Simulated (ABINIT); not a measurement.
Write the native input for ABINIT 10.8.3 (patched build) that does the following.

| Quantity | Value |
| --- | --- |
| Task | equation of state |
| Functional | PBE |
| Potentials or basis | JTH PAW PBE v2.0 |
| Cutoff | 707 eV |
| k mesh | 10 × 10 × 6 |
| Occupations | fermi-dirac, width 0.05 eV |
| Spin | no spin polarisation |
| Fine-grid cutoff | 1306.15 eV |
| Exchange and correlation inside the PAW spheres | full angular mesh (pawxcdev 0, this build's default; the released program takes 1) |

Crystal: Ta2N.

```
CELL_PARAMETERS angstrom
3.11286 0.00000 0.00000
-1.55643 2.69582 0.00000
0.00000 0.00000 4.86984
ATOMIC_POSITIONS crystal
Ta 0.33333 0.66667 0.25471
Ta 0.66667 0.33333 0.74529
N 0.00000 0.00000 0.00000
```

The cell comes from a database or a generator and needn't be the stable form of this composition.

The input as run:

run.abi

```
# Datasets: one volume each
ndtset 7
getwfk -1
scalecart1 3*0.9795861087
scalecart2 3*0.9864848297
scalecart3 3*0.9932883884
scalecart4 3*1.0000000000
scalecart5 3*1.0066227096
scalecart6 3*1.0131594038
scalecart7 3*1.0196128224

# Pseudopotentials
pp_dirpath "./"
pseudos "Ta.GGA_PBE-JTH.xml, N.GGA_PBE-JTH.xml"

# Structure
acell 3*1.0 Angstrom
rprim
     3.1128615060     0.0000000000     0.0000000000
    -1.5564307530     2.6958171426     0.0000000000
     0.0000000000     0.0000000000     4.8698410000
ntypat 2
znucl 73 7
natom 3
typat 1 1 2
xred
     0.3333333333     0.6666666667     0.2547110000
     0.6666666667     0.3333333333     0.7452890000
     0.0000000000     0.0000000000     0.0000000000

# Plane-wave basis
ecut 26.0
pawecutdg 48.0

# k points
kptopt 1
ngkpt 10 10 6
nshiftk 1
shiftk 0.0 0.0 0.0

# Exchange and correlation
ixc 11

# Bands and occupations
nband 20
occopt 3
tsmear 0.05 eV

# SCF cycle
nstep 100
tolvrs 1.0e-9

# Output
iomode 3
prtwf 1
prtden 0
prteig 0
prtebands 0
enunit 1
```

Potentials or basis: JTH PAW PBE v2.0.

Run with:

```bash
$ abinit run.abi > log 2>&1
```

Results of the run:

| Item | Value |
| --- | --- |
| Equilibrium volume | 13.56 Å³/atom |
| Bulk modulus at fixed shape and positions | 282 GPa |
| Pressure derivative of the bulk modulus | 4.3 |

Caveat: pressures at fixed basis lie under the slope of the energies; the highest band is partly filled, so the run has too few bands; the cell was scaled at fixed shape and fractional positions, which overstates the stiffness of a crystal with free parameters, most of all of layers and chains.

Run time: 9.6 min on 1 thread of Arm Neoverse V1, with other jobs on the host, peak memory 0.22 GiB.
